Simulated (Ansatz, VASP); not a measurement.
## V in VASP and in Ansatz

```
CELL_PARAMETERS angstrom
-1.49104 1.49104 1.49104
1.49104 -1.49104 1.49104
1.49104 1.49104 -1.49104
ATOMIC_POSITIONS crystal
V 0.00000 0.00000 0.00000
```

Alike in both runs: functional r2SCAN; k mesh 20 × 20 × 20; occupations gaussian, width 0.05 eV; no spin polarisation.

Ansatz relaxed the structure, and its values are those at the end. VASP's run is a single point on that final structure, the one shown.

|  | VASP | Ansatz |
| --- | --- | --- |
| version | VASP 6.6.1 | Ansatz 0.2.0 |
| potentials or method | VASP PAW PBE potentials, release 64 (V_sv) | scalar-relativistic, plane waves, PAW |
| plane-wave cutoff (eV) | 520 | 500 |
| valence electrons in the cell | 13 | 13 |

|  | VASP | Ansatz | Ansatz less VASP |
| --- | --- | --- | --- |
| gap on the k mesh at the Fermi level (eV) | none | none | - |
| pressure (GPa) | 0.7 | 0.0 | -0.72 |

A gap of «none» marks a metal or a gap that the smearing closes. With one functional, cell and mesh, what is left measures potentials, basis and numerics.

Caveats: the PAW data sets were made with another functional, which shifts forces and pressure a little (VASP).
